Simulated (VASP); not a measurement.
# Mn in VASP: further runs, part 2 of 3

VASP 6.6.1.

## 3. Single point, PBE, collinear spin, ferromagnetic start

INCAR

```
PREC = Accurate
ENCUT = 460
EDIFF = 1E-6
ISMEAR = 1
SIGMA = 0.05
LREAL = F
LASPH = T
NELM = 100
ALGO = Normal
ISIF = 2
LWAVE = F
LCHARG = F
ISPIN = 2
MAGMOM = 4 4
LORBIT = 11
LMAXMIX = 4
GGA = PE
ADDGRID = F
```

KPOINTS

```
regular mesh
0
Gamma
  9 9 5
```

POSCAR

```
Mn
1.0
    2.4836457705      0.0000000000      0.0000000000
   -1.2418228853      2.1509003313      0.0000000000
    0.0000000000      0.0000000000      4.0261950000
Mn
2
Direct
    0.3276130000      0.6533230000      0.2419640000
    0.6727760000      0.3616470000      0.7542400000
```

Potentials or basis: VASP PAW PBE potentials, release 64 (Mn_pv).

On the command line:

```sh
$ cat potpaw_PBE.64/Mn_pv/POTCAR > POTCAR
$ mpirun -np 1 vasp_std > vasp.out
```

OUTCAR:

```text
PREC = Accurate
   ENCUT = 460
   EDIFF = 1E-6
   ISMEAR = 1
   LREAL = F
   LASPH = T
   NELM = 100
   ISIF = 2
   ISPIN = 2
   LORBIT = 11
   GGA = PE

 Found    203 irreducible k-points:

 Following reciprocal coordinates:
            Coordinates               Weight
  0.000000  0.000000  0.000000      1.000000
  0.111111  0.000000  0.000000      2.000000
  0.000000  0.111111  0.000000      2.000000
 -0.111111  0.111111  0.000000      2.000000
  0.222222  0.000000  0.000000      2.000000
  0.000000  0.222222  0.000000      2.000000
   k-points           NKPTS =    203   k-points in BZ     NKDIM =    203   number of bands    NBANDS=     21
   number of dos      NEDOS =    301   number of ions     NIONS =      2
   total plane-waves  NPLWV =   9072
   dimension x,y,z NGX =    18 NGY =   18 NGZ =   28
   dimension x,y,z NGXF=    36 NGYF=   36 NGZF=   56
   ions per type =               2
   NGX,Y,Z   is equivalent  to a cutoff of  12.05, 12.05, 11.56 a.u.
   NGXF,Y,Z  is equivalent  to a cutoff of  24.10, 24.10, 23.12 a.u.
 SYSTEM =  unknown system
   PREC   = accura    normal or accurate (medium, high low for compatibility)
   ISTART =      0    job   : 0-new  1-cont  2-samecut
   ICHARG =      2    charge: 1-file 2-atom 10-const
   ISPIN  =      2    spin polarized calculation?
   LNONCOLLINEAR =      F non collinear calculations
   LSORBIT =      F    spin-orbit coupling
   LASPH  =      T    aspherical Exc in radial PAW
   ENCUT  =  460.0 eV  33.81 Ry    5.81 a.u.   4.34  4.34  7.04*2*pi/ulx,y,z
   NELM   =    100;   NELMIN=  2; NELMDL= -5     # of ELM steps
   EDIFF  = 0.1E-05   stopping-criterion for ELM
   LREAL  =      F    real-space projection
   EDIFFG = 0.1E-04   stopping-criterion for IOM
   NSW    =      0    number of steps for IOM
   IBRION =     -1    ionic relax: 0-MD 1-quasi-New 2-CG
   NFREE  =      0    steps in history (QN), initial steepest desc. (CG)
   ISIF   =      2    stress and relaxation
   ISYM   =      2    0-nonsym 1-usesym 2-fastsym
   POTIM  = 0.5000    time-step for ionic-motion
   TEBEG  =    0.0;   TEEND  =   0.0 temperature during run
   PSTRESS=    0.0 pullay stress
   NELECT =      26.0000    total number of electrons
   NUPDOWN=      -1.0000    fix difference up-down
   EMIN   =  10.00;   EMAX   =-10.00  energy-range for DOS
   EFERMI =   0.00;   METHOD = LEGACY
   ISMEAR =     1;   SIGMA  =   0.05  broadening in eV -4-tet -1-fermi 0-gaus
   EFERMI_NEDOS =   21; number of points for ismear=-14 and -15
   IALGO  =     38    algorithm
   IMIX   =      4    mixing-type and parameters
     AMIX     =   0.40;   BMIX     =  1.00
     AMIX_MAG =   1.60;   BMIX_MAG =  1.00
  volume/ion in A,a.u.               =      10.75        72.57
  Fermi-wavevector in a.u.,A,eV,Ry     =   1.743938  3.295565 41.379665  3.041320
  Thomas-Fermi vector in A             =   2.815914
   LORBIT       =     11    0 simple, 1 ext, 2 COOP (PROOUT), +10 PAW based schemes
   GGA     = PE    functional components
   LHFCALC =     F    Hartree Fock is set to
   AEXX    =    0.0000 exact exchange contribution
   IVDW    =     0    specifies the selected vdW correction
   LEPSILON=     F    determine dielectric tensor
   LRPA    =     F    only Hartree local field effects (RPA)
 spin polarized calculation
 Methfessel and Paxton  Order N= 1 SIGMA  =   0.05
  energy-cutoff  :      460.00
  volume of cell :       21.51
 maximum number of plane-waves:       513
 NGX is ok and might be reduce to    18

 number of electron      25.9999988 magnetization      -0.0033694

 number of electron      25.9999988 magnetization       0.0004006

 Free energy of the ion-electron system (eV)
  ---------------------------------------------------
  ext. energy  EPLUGINS =         0.00000000
  ---------------------------------------------------
  free energy    TOTEN  =       -17.86914215 eV

  energy without entropy =      -17.86922607  energy(sigma->0) =      -17.86917012

 E-fermi :  10.3322     XC(G=0): -14.0129

 val. band max:       10.3291785980   @ k =   0.1111   0.4444   0.4000
 cond. band min:      10.3376771432   @ k =  -0.4444  -0.4444   0.4000
 fundamental gap:      0.0084985452
 Fermi energy:        10.3321835712

 spin component 1

 k-point     1 :       0.0000    0.0000    0.0000
  band No.  band energies     occupation
      1     -37.9264      1.00000
      2     -37.2589      1.00000
      3     -37.2461      1.00000
      4     -37.1708      1.00000
      5     -37.1438      1.00000
      6     -37.1269      1.00000
[... 13 lines left out ...]
     20      31.0940      0.00000
     21      34.3014      0.00000

 k-point     2 :       0.1111    0.0000    0.0000
  band No.  band energies     occupation
      1     -37.8958      1.00000
      2     -37.3206      1.00000
      3     -37.2723      1.00000
      4     -37.2164      1.00000
      5     -37.1623      1.00000
      6     -37.1515      1.00000
[... 13 lines left out ...]
     20      29.9432      0.00000
     21      32.8712      0.00000

 k-point     3 :       0.0000    0.1111    0.0000
  band No.  band energies     occupation
      1     -37.8989      1.00000
      2     -37.3161      1.00000
      3     -37.2775      1.00000
      4     -37.2349      1.00000
      5     -37.1527      1.00000
      6     -37.1383      1.00000
[... 13 lines left out ...]
     20      30.1339      0.00000
     21      32.4097      0.00000
[... 25 lines left out ...]
 k-point     5 :       0.2222    0.0000    0.0000
  band No.  band energies     occupation
      1     -37.8116      1.00000
      2     -37.4878      1.00000
      3     -37.3795      1.00000
      4     -37.3242      1.00000
      5     -37.1979      1.00000
      6     -37.1847      1.00000
[... 13 lines left out ...]
     20      25.9919      0.00000
     21      30.5611      0.00000

 k-point     6 :       0.0000    0.2222    0.0000
  band No.  band energies     occupation
      1     -37.8247      1.00000
      2     -37.4917      1.00000
      3     -37.3946      1.00000
      4     -37.3261      1.00000
      5     -37.1794      1.00000
      6     -37.1677      1.00000
[... 13 lines left out ...]
     20      26.0572      0.00000
     21      30.5257      0.00000

 [... further k-points ...]

 spin component 2

 k-point     1 :       0.0000    0.0000    0.0000
  band No.  band energies     occupation
      1     -37.9262      1.00000
      2     -37.2586      1.00000
      3     -37.2456      1.00000
      4     -37.1703      1.00000
      5     -37.1436      1.00000
      6     -37.1266      1.00000
[... 13 lines left out ...]
     20      31.0941      0.00000
     21      34.3050      0.00000

 k-point     2 :       0.1111    0.0000    0.0000
  band No.  band energies     occupation
      1     -37.8955      1.00000
      2     -37.3202      1.00000
      3     -37.2718      1.00000
      4     -37.2160      1.00000
      5     -37.1620      1.00000
      6     -37.1513      1.00000
[... 13 lines left out ...]
     20      29.9433      0.00000
     21      32.8712      0.00000

 k-point     3 :       0.0000    0.1111    0.0000
  band No.  band energies     occupation
      1     -37.8987      1.00000
      2     -37.3156      1.00000
      3     -37.2773      1.00000
      4     -37.2344      1.00000
      5     -37.1524      1.00000
      6     -37.1380      1.00000
[... 13 lines left out ...]
     20      30.1339      0.00000
     21      32.4098      0.00000
[... 25 lines left out ...]
 k-point     5 :       0.2222    0.0000    0.0000
  band No.  band energies     occupation
      1     -37.8113      1.00000
      2     -37.4874      1.00000
      3     -37.3792      1.00000
      4     -37.3238      1.00000
      5     -37.1976      1.00000
      6     -37.1845      1.00000
[... 13 lines left out ...]
     20      25.9920      0.00000
     21      30.5611      0.00000

 k-point     6 :       0.0000    0.2222    0.0000
  band No.  band energies     occupation
      1     -37.8245      1.00000
      2     -37.4912      1.00000
      3     -37.3941      1.00000
      4     -37.3258      1.00000
      5     -37.1792      1.00000
      6     -37.1674      1.00000
[... 13 lines left out ...]
     20      26.0572      0.00000
     21      30.5256      0.00000

 [... further k-points ...]

------------------------ aborting loop because EDIFF is reached ----------------------------------------

  FORCE on cell =-STRESS in cart. coord.  units (eV):
  Direction    XX          YY          ZZ          XY          YZ          ZX
  --------------------------------------------------------------------------------------
  -------------------------------------------------------------------------------------
  Total        0.0426145     -0.3284570     -0.3510468     -0.0171407      0.0828693     -0.0107006
  in kB        3.1744139    -24.4672021    -26.1499523     -1.2768339      6.1730437     -0.7971058
  external PRESSURE =     -15.8142468 kB  Pullay stress =       0.0000000 kB

 VOLUME and BASIS-vectors are now :
 -----------------------------------------------------------------------------
  energy-cutoff  :      460.00
  volume of cell :       21.51
      direct lattice vectors                 reciprocal lattice vectors
     2.483645770  0.000000000  0.000000000     0.402633907  0.232460795  0.000000000
    -1.241822885  2.150900331  0.000000000     0.000000000  0.464921589  0.000000000
     0.000000000  0.000000000  4.026195000     0.000000000  0.000000000  0.248373464

 POSITION                                       TOTAL-FORCE (eV/Angst)
 -----------------------------------------------------------------------------------
      0.00236      1.40523      0.97419        -0.038568      0.177931      0.135575
      1.22184      0.77787      3.03672         0.038568     -0.177931     -0.135575
 -----------------------------------------------------------------------------------
    total drift:                                0.000197     -0.000110     -0.000057

  FREE ENERGIE OF THE ION-ELECTRON SYSTEM (eV)
  ---------------------------------------------------
  free  energy   TOTEN  =       -17.8691421513 eV

  energy  without entropy=      -17.8692260666  energy(sigma->0) =      -17.86917012

 total charge

# of ion       s       p       d       tot
------------------------------------------
    1        0.427   6.401   5.160  11.988
    2        0.427   6.401   5.160  11.988
--------------------------------------------------
tot          0.855  12.801  10.320  23.976

 magnetization (x)

# of ion       s       p       d       tot
------------------------------------------
    1       -0.000  -0.000   0.000   0.000
    2       -0.000  -0.000   0.000   0.000
--------------------------------------------------
tot         -0.000  -0.000   0.000   0.000
```

OSZICAR:

```text
N       E                     dE             d eps       ncg     rms          rms(c)
DAV:   1     0.238028590114E+03    0.23803E+03   -0.14639E+04 17356   0.164E+03
DAV:   2    -0.875199329039E+01   -0.24678E+03   -0.23797E+03 17127   0.424E+02
DAV:   3    -0.174934352249E+02   -0.87414E+01   -0.86665E+01 18697   0.935E+01
DAV:   4    -0.175764781892E+02   -0.83043E-01   -0.83035E-01 18727   0.897E+00
DAV:   5    -0.175780614535E+02   -0.15833E-02   -0.15832E-02 18972   0.125E+00    0.255E+01
DAV:   6    -0.172749498253E+02    0.30311E+00   -0.87673E+00 18587   0.389E+01    0.640E+00
DAV:   7    -0.177141717612E+02   -0.43922E+00   -0.33142E-01 18427   0.556E+00    0.473E+00
DAV:   8    -0.178064298658E+02   -0.92258E-01   -0.23207E-02 18797   0.199E+00    0.256E+00
DAV:   9    -0.178599081004E+02   -0.53478E-01   -0.11744E-01 19007   0.315E+00    0.124E+00
DAV:  10    -0.178688692278E+02   -0.89611E-02   -0.16884E-02 18427   0.143E+00    0.274E-01
DAV:  11    -0.178691035879E+02   -0.23436E-03   -0.38972E-04 18757   0.217E-01    0.157E-01
DAV:  12    -0.178691312096E+02   -0.27622E-04   -0.19161E-04 19514   0.119E-01    0.416E-02
DAV:  13    -0.178691424587E+02   -0.11249E-04   -0.23402E-05 18512   0.588E-02    0.140E-02
DAV:  14    -0.178691421513E+02    0.30737E-06   -0.82327E-06 16335   0.235E-02
   1 F= -.17869142E+02 E0= -.17869170E+02  d E =0.839154E-04  mag=     0.0003
```

stdout:

```text
POSCAR found type information on POSCAR Mn
 POSCAR found :  1 types and       2 ions
 scaLAPACK will be used
 LDA part: xc-table for (Slater+PW92), standard interpolation
 POSCAR, INCAR and KPOINTS ok, starting setup
 FFT: planning ... GRIDC
 FFT: planning ... GRID_SOFT
 FFT: planning ... GRID
 WAVECAR not read
 entering main loop
```

Wall time 3.8 min (1 thread of AMD EPYC, shared host); peak memory 0.18 GiB.

These settings aren't checked as converged: the numbers below hold their error.

What came out:

- Free energy: -17.8691 eV
- Pressure: -1.6 GPa
- Largest force: 0.227 eV/Å
- Band gap on the k mesh: none (metal or under the smearing width)
- Net moment: 0.00 μB per cell
- Valence electrons inside the program's atomic spheres: Mn 11.99

Caveat: the starting moments collapsed, and a magnetic state may lie lower.

(Continued in part 3 of 3.)
